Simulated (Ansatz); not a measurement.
LuH₂, DFT, LDA, all-electron PAW with datasets made for the crystal, scalar-relativistic (Ansatz 0.2.0), run on 1 thread of Intel(R) Xeon(R) Platinum 8488C (Sapphire Rapids) on a shared host.

The cell comes from COD entry 9009021, which wasn't checked; take it as a given geometry. The listed cell was then made from it by scaling, straining or moving an atom.

Command: `ansatz run input.yaml --threads 1 --pin off --max-ram 4096MiB --backend cpu --events-out ev --progress --plain --runs-dir out`

```yaml
crystal:
  lattice:
    - [0.0, 2.482489074, 2.482489074]
    - [2.482489074, 0.0, 2.482489074]
    - [2.482489074, 2.482489074, 0.0]
  atoms:
    - { symbol: Lu, position: [0.0, 0.0, 0.0] }
    - { symbol: H, position: [0.25, 0.25, 0.25] }
    - { symbol: H, position: [0.75, 0.75, 0.75] }
kpoints:
  mp_grid: { grid: [8, 8, 8] }
scf:
  occupations: { method: fermi_dirac, width: 0.02 }
hamiltonian:
  xc: lda
  pseudopotentials: { kind: all_electron, datasets: crystal }
output:
  forces: true
  stress: true
  eigenvalues: true
  efg: { contact_densities: true }
```

How large is the problem that the program sets up?

29 irreducible k-points, 531 plane waves at Γ, 20 bands.

Estimate the wall time and the peak memory.

4.3 s of wall time for 7 SCF iterations, with a peak of 0.51 GiB. Times on shared machines scatter by tens of per cent.
